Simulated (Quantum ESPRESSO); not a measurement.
The system is Co.

```
CELL_PARAMETERS angstrom
2.47200 0.00000 0.00000
-1.23600 2.14081 0.00000
0.00000 0.00000 4.02114
ATOMIC_POSITIONS crystal
Co 0.66667 0.33333 0.75000
Co 0.33333 0.66667 0.25000
```

```yaml
Program: Quantum ESPRESSO 7.5
Task: relaxation of cell and atoms
Functional: PBEsol
Dispersion: D3(BJ)
Potentials_or_basis: GBRV 1.5 PBEsol
Cutoff: 762 eV
Density_cutoff: 6095 eV
k_mesh: 8 × 8 × 5
Occupations: fermi-dirac, width 0.05 eV
Spin: collinear spin, ferromagnetic start
Starting_moments: "[2.0, 2.0] μB"
```

At the start: pressure -9.7 GPa; volume 10.64 Å³/atom.

Problem. Where does the relaxation end?

Solution. Over 20 steps the energy falls by 13.3 meV/atom and the volume is 10.22 Å³/atom (-3.9 %); space group P6_3/mmc (No. 194, to 0.05 Å); moment 3.29 μB per cell.

The path:
| step | energy change (eV) | largest force (eV/Å) | pressure (GPa) | volume (Å³) |
| --- | --- | --- | --- | --- |
| 1 | 0.0000 | 0.0000 | -9.69 | 21.28 |
| 2 | -0.0109 | 0.0000 | -7.54 | 21.08 |
| 3 | -0.0232 | 0.0000 | -3.49 | 20.72 |
| 4 | -0.0255 | 0.0000 | 1.73 | 20.30 |
| 5 | -0.0256 | 0.0000 | 1.62 | 20.31 |
| 6 | -0.0258 | 0.0000 | 1.40 | 20.32 |
| 7 | -0.0261 | 0.0000 | 1.10 | 20.35 |
| 8 | -0.0263 | 0.0000 | 0.73 | 20.38 |
| 9 | -0.0265 | 0.0000 | 0.31 | 20.41 |
| 10 | -0.0266 | 0.0000 | -0.11 | 20.44 |
| 11 | -0.0266 | 0.0000 | -0.46 | 20.47 |
| 12 | -0.0266 | 0.0000 | -0.46 | 20.47 |
| 13 | -0.0266 | 0.0000 | -0.44 | 20.46 |
| 14 | -0.0266 | 0.0000 | -0.42 | 20.46 |
| 15 | -0.0266 | 0.0000 | -0.39 | 20.46 |
| 16 | -0.0266 | 0.0000 | -0.36 | 20.46 |
| 17 | -0.0266 | 0.0000 | -0.32 | 20.45 |
| 18 | -0.0266 | 0.0000 | -0.28 | 20.45 |
| 19 | -0.0266 | 0.0000 | -0.22 | 20.45 |
| 20 | -0.0266 | 0.0000 | -0.16 | 20.44 |

Final structure:
```xyz
2
Lattice="2.4453 0.0000 0.0000 -1.2226 2.1177 0.0000 0.0000 0.0000 3.9476" Properties=species:S:1:pos:R:3 pbc="T T T"
Co    1.2226    0.7059    2.9607
Co    0.0000    1.4118    0.9869
```

Caveat: the k mesh is coarse (spacing up to 0.37 Å⁻¹), so the values aren't converged; pairwise dispersion overbinds metals, which lowers pressure and volume.
